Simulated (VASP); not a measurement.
TePb, 2 atoms in the cell. Symmetry: Pm-3m, No. 221, cubic system. Conventional cell: a = 4.002 Å, b = 4.002 Å, c = 4.002 Å, α = 90.00°, β = 90.00°, γ = 90.00°. Around Te (site symmetry m-3m) lie 8 Pb at 3.47 Å. Around Pb (site symmetry m-3m) lie 8 Te at 3.47 Å. Measurements of this composition are mostly on another form, of space group No. 225.

* Program: VASP 6.6.1
* Task: relaxation of cell and atoms
* Functional: PBEsol
* Potentials or basis: VASP PAW PBE potentials, release 64 (Te, Pb_d)
* Cutoff: 600 eV
* k mesh: 8 × 8 × 8
* Occupations: gaussian, width 0.03 eV
* Spin: no spin polarisation
* Further INCAR settings: ALGO = Normal; EDIFF = 1e-06; IBRION = 2; EDIFFG = -0.01; NSW = 90; ISIF = 3

Potentials or basis: VASP PAW PBE potentials, release 64 (Te, Pb_d).

Command:

```console
$ cat potpaw_PBE.64/Te/POTCAR potpaw_PBE.64/Pb_d/POTCAR > POTCAR
$ mpirun -np 1 vasp_std > vasp.out
```

Hardware: 1 thread of Intel(R) Xeon(R) 6975P-C (Granite Rapids), with other jobs on the host.

Question: How long does it take, and how much memory?

Answer: Wall time 21 s on 1 thread of Intel(R) Xeon(R) 6975P-C (Granite Rapids), on a shared host, peak memory 0.21 GiB. Counts: scf iterations 29, k points 35, ion steps 3.
